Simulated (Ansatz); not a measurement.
NiO2 in Ansatz: the effect of functional

The system is NiO2.

```
Ni O
1.0
     2.76096    0.00000    0.00000
    -1.38048    2.39106    0.00000
     0.00000    0.00000    4.55586
Ni O
1 2
Cartesian
  0.0000 0.0000 2.2779
  0.0000 1.5940 1.3392
  1.3805 0.7970 3.2166
```

The cell comes from a database or a generator and needn't be the stable form of this composition.

The cell isn't the ideal one: volume scaled by 0.96.

Alike in all runs:

- Program: Ansatz 0.2.0
- Task: single point
- Potentials or basis: Ansatz PAW
- k mesh: 11 × 11 × 6
- Occupations: fermi-dirac, width 0.05 eV
- Spin: collinear spin, ferromagnetic start
- Starting moments: [1.0, 0.0, 0.0] μB

| functional | cutoff | gap on the mesh (eV) | pressure (GPa) | largest force (eV/Å) |
| --- | --- | --- | --- | --- |
| LDA | 420 eV (not typed: the program's choice for these potentials) | 0.86 | -3.6 | 0.33 |
| PBEsol | 420 eV (not typed: the program's choice for these potentials) | ? | ? | ? |
| r2SCAN | 500 eV (not typed: the program's choice for these potentials) | 1.44 | 3.0 | 0.14 |

Task: What does the run with functional PBEsol give?

Result: gap on the mesh 0.93 eV; pressure 3.6 GPa; largest force 0.08 eV/Å.

Caveats: odd divisions of the mesh miss points on the zone boundary, where band edges often lie, so the gap on the mesh can be too wide; the PAW data sets come from PBE, with cores solved anew for the run's functional, which leaves a small shift of forces and pressure; the starting moments weren't kept; the magnetic or orbital state may not be the lowest (some runs).

A k mesh can miss the band edges.

Runs at the PBE level aren't shown here.
